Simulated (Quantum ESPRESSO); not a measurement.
Crystal: Ti.

```xyz
2
Lattice="2.9500 0.0000 0.0000 -1.4750 2.5548 0.0000 0.0000 0.0000 4.6800" Properties=species:S:1:pos:R:3 pbc="T T T"
Ti    1.4750    0.8516    3.5100
Ti    0.0000    1.7032    1.1700
```

| Property | Result |
| --- | --- |
| Program | Quantum ESPRESSO 7.5 |
| Task | phonons |
| Functional | LDA |
| Potentials or basis | JTH 2.0 LDA |
| Cutoff | 490 eV |
| Density cutoff | 2939 eV |
| k mesh | 8 × 8 × 5 |
| Occupations | cold, width 0.136 eV |
| Spin | no spin polarisation |
| Form of the LDA correlation | PW92 |
| Mixing beta | 0.5 |
| Most SCF iterations | 120 |
| SCF threshold | 4e-10 Ry |
| Mixing mode | local-TF |
| Diagonalization | paro |

The cell and the atoms were relaxed first, to 16.16 Å³/atom (a = 2.864 Å, b = 2.864 Å, c = 4.548 Å, α = 90.00°, β = 90.00°, γ = 120.00°), and the response was taken there.

At Γ the optical frequencies are 115 115 200 cm⁻¹, at a pressure of 0.0 GPa.

Task: How do the modes respond when the cell is scaled evenly, at fixed shape?

Result: The highest mode has a Grüneisen parameter of 3.39. 2 of the listed modes soften on compression, the most with -1.70. Real pressure also changes the shape of this cell, most of all in layered crystals, so these aren't the shifts under hydrostatic load.

Frequencies at 99 % and 101 % of the volume (pressures 1.3 and -1.2 GPa), ions relaxed:
```
mode  99 % (cm⁻¹)  101 % (cm⁻¹)  Grüneisen parameter
   4        112.5         116.3                -1.70
   5        112.5         116.3                -1.70
   6        206.9         193.3                 3.39
```

Modes are matched by their order; those that don't vary smoothly over the three volumes are left out.

Caveat: the mesh is thin for the phonons of a metal; the cutoff is low for these files, which shifts pressure and relaxed volume.
